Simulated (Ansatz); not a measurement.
Crystal: ZnSe (Stilleite).

```
Se Zn
1.0
     0.00000    2.83380    2.83380
     2.83380    0.00000    2.83380
     2.83380    2.83380    0.00000
Se Zn
1 1
Direct
  0.75000 0.75000 0.75000
  0.00000 0.00000 0.00000
```

Base run:

| Property | Result |
| --- | --- |
| Program | Ansatz 0.2.0 |
| Functional | LDA |
| Potentials or basis | all-electron LAPW, relativistic spinors |
| Cutoff | 311 eV |
| Density cutoff | 1245 eV |
| Basis error allowed | 0.001 eV/atom |
| k mesh | 6 × 6 × 6 |
| Occupations | fermi-dirac, width 0.05 eV |
| Spin | spin-orbit coupling, no magnetisation |

Its results: band gap on the k mesh 0.90 eV, direct; pressure -3.3 GPa.

**Question.** The run is repeated on the same cell with these changes: functional from LDA to PBEsol. What comes out?

**Answer.** Band gap on the k mesh 1.04 eV, direct; pressure -1.1 GPa.

PBEsol binds less tightly than LDA, so the same cell stands under more pressure.

Not every run made on this cell is shown here.
